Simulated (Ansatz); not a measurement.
# ZnS: the cost of one run

Method: DFT, PBE, plane-wave PAW, default files, scalar-relativistic, as far as a step names no other, in Ansatz 0.2.0.

1 further run of the same task is left out (it didn't finish).

### 1 The structure to begin with

Symmetry: P3m1, No. 156, trigonal system. Conventional cell: a = 3.810 Å, b = 3.810 Å, c = 80.953 Å, α = 90.00°, β = 90.00°, γ = 120.00°. Around Zn (site symmetry 3m) lie 4 S at 2.33 to 2.34 Å. Zn (site symmetry 3m) is surrounded by 4 S at 2.33 Å. Around Zn (site symmetry 3m) lie 4 S at 2.34 Å. Only part of the 52 independent sites is listed.

Structure file:

```xyz
52
Lattice="3.8100 0.0000 0.0000 -1.9050 3.2996 0.0000 0.0000 0.0000 80.9529" Properties=species:S:1:pos:R:3 pbc="T T T"
Zn    0.0000    2.1997   12.4508
Zn    0.0000    0.0000    9.3398
Zn    1.9050    1.0999   52.9307
Zn    0.0000    0.0000   18.6797
Zn    0.0000    0.0000   24.9144
Zn    1.9050    1.0999   15.5663
Zn    0.0000    2.1997   21.7997
Zn    1.9050    1.0999   28.0219
Zn    0.0000    2.1997   31.1336
Zn    1.9050    1.0999   74.7214
Zn    1.9050    1.0999   65.3875
Zn    1.9050    1.0999   46.7022
Zn    0.0000    2.1997   59.1600
Zn    0.0000    0.0000    0.0035
Zn    0.0000    2.1997   77.8377
Zn    0.0000    2.1997   49.8151
Zn    0.0000    0.0000   71.6083
Zn    0.0000    2.1997   68.4979
Zn    0.0000    2.1997    3.1194
Zn    0.0000    0.0000   62.2783
Zn    0.0000    0.0000   43.5942
Zn    1.9050    1.0999   34.2495
Zn    1.9050    1.0999    6.2285
Zn    0.0000    0.0000   37.3599
Zn    0.0000    0.0000   56.0410
Zn    0.0000    2.1997   40.4799
S     0.0000    0.0000   73.9426
S     1.9050    1.0999   17.9010
S     1.9050    1.0999   55.2640
S     1.9050    1.0999    8.5626
S     0.0000    0.0000   39.6949
S     0.0000    2.1997   80.1717
S     0.0000    0.0000   58.3760
S     0.0000    2.1997   52.1520
S     0.0000    2.1997   42.8159
S     0.0000    0.0000   45.9251
S     0.0000    2.1997   14.7862
S     1.9050    1.0999   36.5819
S     0.0000    2.1997   33.4707
S     1.9050    1.0999   77.0564
S     0.0000    0.0000   21.0146
S     0.0000    2.1997    5.4527
S     1.9050    1.0999   49.0340
S     0.0000    0.0000   27.2467
S     0.0000    2.1997   61.4983
S     0.0000    0.0000    2.3410
S     0.0000    2.1997   24.1367
S     0.0000    2.1997   70.8313
S     1.9050    1.0999   67.7210
S     1.9050    1.0999   30.3533
S     0.0000    0.0000   64.6105
S     0.0000    0.0000   11.6741
```

### 2 First run, atoms as given

input.yaml

```yaml
crystal:
  lattice:
    - [3.8100210876, 0.0, 0.0]
    - [-1.9050105438, 3.2995750508, 0.0]
    - [0.0, 0.0, 80.95288325]
  atoms:
    - { symbol: Zn, position: [0.3333333333, 0.6666666667, 0.15380316] }
    - { symbol: Zn, position: [0.0, 0.0, 0.11537378] }
    - { symbol: Zn, position: [0.6666666667, 0.3333333333, 0.65384545] }
    - { symbol: Zn, position: [0.0, 0.0, 0.23074836] }
    - { symbol: Zn, position: [0.0, 0.0, 0.3077638] }
    - { symbol: Zn, position: [0.6666666667, 0.3333333333, 0.19228798] }
    - { symbol: Zn, position: [0.3333333333, 0.6666666667, 0.26928837] }
    - { symbol: Zn, position: [0.6666666667, 0.3333333333, 0.34615045] }
    - { symbol: Zn, position: [0.3333333333, 0.6666666667, 0.38458907] }
    - { symbol: Zn, position: [0.6666666667, 0.3333333333, 0.92302349] }
    - { symbol: Zn, position: [0.6666666667, 0.3333333333, 0.80772351] }
    - { symbol: Zn, position: [0.6666666667, 0.3333333333, 0.57690611] }
    - { symbol: Zn, position: [0.3333333333, 0.6666666667, 0.73079565] }
    - { symbol: Zn, position: [0.0, 0.0, 4.296e-05] }
    - { symbol: Zn, position: [0.3333333333, 0.6666666667, 0.96151893] }
    - { symbol: Zn, position: [0.3333333333, 0.6666666667, 0.61535891] }
    - { symbol: Zn, position: [0.0, 0.0, 0.8845682] }
    - { symbol: Zn, position: [0.3333333333, 0.6666666667, 0.84614549] }
    - { symbol: Zn, position: [0.3333333333, 0.6666666667, 0.03853358] }
    - { symbol: Zn, position: [0.0, 0.0, 0.76931523] }
    - { symbol: Zn, position: [0.0, 0.0, 0.5385134] }
    - { symbol: Zn, position: [0.6666666667, 0.3333333333, 0.42307903] }
    - { symbol: Zn, position: [0.6666666667, 0.3333333333, 0.07693971] }
    - { symbol: Zn, position: [0.0, 0.0, 0.46150184] }
    - { symbol: Zn, position: [0.0, 0.0, 0.69226705] }
    - { symbol: Zn, position: [0.3333333333, 0.6666666667, 0.50004327] }
    - { symbol: S, position: [0.0, 0.0, 0.91340244] }
    - { symbol: S, position: [0.6666666667, 0.3333333333, 0.22112903] }
    - { symbol: S, position: [0.6666666667, 0.3333333333, 0.68266878] }
    - { symbol: S, position: [0.6666666667, 0.3333333333, 0.1057723] }
    - { symbol: S, position: [0.0, 0.0, 0.49034568] }
    - { symbol: S, position: [0.3333333333, 0.6666666667, 0.9903502] }
    - { symbol: S, position: [0.0, 0.0, 0.72111086] }
    - { symbol: S, position: [0.3333333333, 0.6666666667, 0.64422674] }
    - { symbol: S, position: [0.3333333333, 0.6666666667, 0.52889918] }
    - { symbol: S, position: [0.0, 0.0, 0.56730708] }
    - { symbol: S, position: [0.3333333333, 0.6666666667, 0.1826525] }
    - { symbol: S, position: [0.6666666667, 0.3333333333, 0.45189173] }
    - { symbol: S, position: [0.3333333333, 0.6666666667, 0.41345874] }
    - { symbol: S, position: [0.6666666667, 0.3333333333, 0.95186768] }
    - { symbol: S, position: [0.0, 0.0, 0.25959001] }
    - { symbol: S, position: [0.3333333333, 0.6666666667, 0.06735592] }
    - { symbol: S, position: [0.6666666667, 0.3333333333, 0.6057101] }
    - { symbol: S, position: [0.0, 0.0, 0.33657537] }
    - { symbol: S, position: [0.3333333333, 0.6666666667, 0.75968046] }
    - { symbol: S, position: [0.0, 0.0, 0.02891827] }
    - { symbol: S, position: [0.3333333333, 0.6666666667, 0.2981577] }
    - { symbol: S, position: [0.3333333333, 0.6666666667, 0.8749696] }
    - { symbol: S, position: [0.6666666667, 0.3333333333, 0.83654829] }
    - { symbol: S, position: [0.6666666667, 0.3333333333, 0.37495005] }
    - { symbol: S, position: [0.0, 0.0, 0.79812506] }
    - { symbol: S, position: [0.0, 0.0, 0.14420843] }
kpoints:
  mp_grid: { grid: [8, 8, 1] }
scf:
  occupations: { method: fermi_dirac, width: 0.02 }
hamiltonian:
  xc: pbe
  pseudopotentials: { kind: paw }
output:
  forces: true
  stress: true
  populations: true
  efg:
    quadrupole_moments_barn: { Zn: 0.122, S: -0.0694 }
    contact_densities: true
```

Run with:

```
$ ansatz run input.yaml --threads 1 --pin off --max-ram 3072MiB --backend cpu --events-out ev --progress --plain --runs-dir out
```

**Question.** How long does this run take on 1 thread of Arm Neoverse V2, shared host, and how much memory does it need?

About 14 min, with a peak of 2.7 GiB.
